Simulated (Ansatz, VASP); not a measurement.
**One calculation of Ti, two programs**

```
CELL_PARAMETERS angstrom
2.64499 0.00000 0.00000
0.00000 2.64499 0.00000
0.00000 0.00000 2.64499
ATOMIC_POSITIONS crystal
Ti 0.00000 0.00000 0.00000
```

Alike in both runs: task single point; functional PBE; k mesh 13 × 13 × 13; occupations fermi-dirac, width 0.1 eV; no spin polarisation.

|  | VASP | Ansatz |
| --- | --- | --- |
| version | VASP 6.6.1 | Ansatz 0.2.0 |
| potentials or method | VASP PAW PBE potentials, release 64 (Ti_sv) | plane waves (420 eV) with PAW, scalar-relativistic |
| plane-wave cutoff (eV) | 520 | 420 |
| valence electrons in the cell | 12 | 12 |

|  | VASP | Ansatz | Ansatz less VASP |
| --- | --- | --- | --- |
| pressure (GPa) | -0.2 | -0.1 | +0.11 |

With one functional, cell and mesh, what is left measures potentials, basis and numerics.
